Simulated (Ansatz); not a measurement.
Bulk crystal (WS₂) after relaxation:

```cif
data_structure
_symmetry_space_group_name_H-M 'P-6m2'
_symmetry_Int_Tables_number 187
_cell_length_a 3.1811
_cell_length_b 3.1811
_cell_length_c 16.9507
_cell_angle_alpha 90.000
_cell_angle_beta 90.000
_cell_angle_gamma 120.000
_cell_volume 148.55
loop_
_atom_site_label
_atom_site_type_symbol
_atom_site_symmetry_multiplicity
_atom_site_Wyckoff_symbol
_atom_site_fract_x
_atom_site_fract_y
_atom_site_fract_z
_atom_site_occupancy
W1 W 1 c 0.33333 0.66667 0.00000 1
S1 S 2 i 0.66667 0.33333 0.90802 1
```

Miller indices refer to the conventional cell of P-6m2 (No. 187), a = 3.181 Å, b = 3.181 Å, c = 16.951 Å, α = 90.00°, β = 90.00°, γ = 120.00°. The bulk's gap is 1.90 eV.

The (001) slab of 4 planes, 17.0 Å thick with 15 Å of vacuum as cut; outer planes W (top) and W (bottom).

Level of theory: Ansatz, DFT r2SCAN, scalar-relativistic, plane waves, PAW. Plane waves to 500 eV, a k mesh through Γ of 9×9×1 on the computed 4-atom cell and Gaussian smearing (0.05 eV); no spin polarisation. The cell repeats along c with a dipole correction in the vacuum.

The slab isn't stoichiometric (WS), so its surface energy depends on the chemical potentials; it is given with the excess atoms taken from the element's standard state, a limit at which the compound may itself be unstable, so the figure can be too low.

Results for the relaxed slab:

For the relaxed slab, the surface energy with the excess atoms taken from the elements is 4.42 J/m² and the gap of the slab on the mesh is 0.62 eV.

Relaxation lowers the energy by 0.029 J/m² a face; the largest move is 0.044 Å.

```
plane (bottom to top) atoms spacing to next, bulk (Å) relaxed (Å) change (%)
                    1      W                      1.559        1.518        -2.6
                    2      S                     13.833       13.920        +0.6
                    3      S                      1.559        1.518        -2.6
                    4      W
```

Spin-orbit coupling is left out, which matters for the bands of heavy elements. An odd mesh misses points on the zone edge, so a gap read on it can be too wide. Each cell of WS2 holds layers, and where no dispersion correction was added their binding is poorly described. Gaps are read on the k points sampled, so a band crossing between them can be missed.

The reference crystal is a form of WS2, which isn't its usual structure.